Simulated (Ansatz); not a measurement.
Trial structure of SiO2, not yet relaxed:

```cif
data_structure
_symmetry_space_group_name_H-M 'P 1'
_symmetry_Int_Tables_number 1
_cell_length_a 6.7016
_cell_length_b 6.7016
_cell_length_c 4.7164
_cell_angle_alpha 90.000
_cell_angle_beta 90.000
_cell_angle_gamma 133.194
_cell_volume 154.43
loop_
_atom_site_label
_atom_site_type_symbol
_atom_site_fract_x
_atom_site_fract_y
_atom_site_fract_z
_atom_site_occupancy
Si1 Si 0.67805 0.32195 0.50000 1
Si2 Si 0.32195 0.67805 0.50000 1
Si3 Si 0.50000 0.50000 0.00000 1
O1 O 0.00000 0.50000 0.50000 1
O2 O 0.50000 0.00000 0.50000 1
O3 O 0.58902 0.41098 0.25000 1
O4 O 0.58902 0.41098 0.75000 1
O5 O 0.41098 0.58902 0.25000 1
O6 O 0.41098 0.58902 0.75000 1
```

Level of theory: DFT PBE, scalar-relativistic, plane waves, PAW in Ansatz. Settings: cutoff 420 eV, Γ-centred mesh 4×4×4 on the computed 9-atom cell, Gaussian smearing of 0.10 eV; no spin polarisation.

The zero of energy is the elements' standard structures at the same level (O₂ as a molecule); no fitted shifts are applied.

**Question.** What does a single point on this coarse mesh give?

**Answer.** The pressure is 8.2 GPa (the mean over three directions, positive in compression), the largest force is 2.75 eV/Å, and the energy is −2.32 eV/atom against the elements. The shortest distance is 1.60 Å.

**Question.** Is it a good guess?

**Answer.** A fair one: relaxing gains about 0.12 eV/atom in 12 ionic steps and ends at −2.438 eV/atom on the finer mesh. The symmetry stays Cmmm (No. 65). The volume per atom grows by 3.7 %, from 17.2 to 17.8 Å³. The shortest distance goes from 1.60 Å (Si–O) to 1.62 Å (Si–O). Conventional cell: a = 5.308 Å, b = 12.007 Å, c = 5.028 Å. Si on a site of symmetry m2m is surrounded by 4 O at 1.62 Å; around Si on a site of symmetry mmm lie 4 O at 1.66 Å; around O on a site of symmetry 2/m lie 2 Si at 1.62 Å; 1 more site not described.

The last run used a 6×6×6 mesh for its 9-atom cell and Gaussian smearing of 0.02 eV. The relaxation can't lower the symmetry of the start, and the grade says only how near the guess is to its own end. A structure relaxed within its symmetry needn't be a true minimum. Another cell of SiO2 relaxed alike, in P4_2/mcm, lies 151 meV/atom lower, so this cell isn't the stable form at this level.
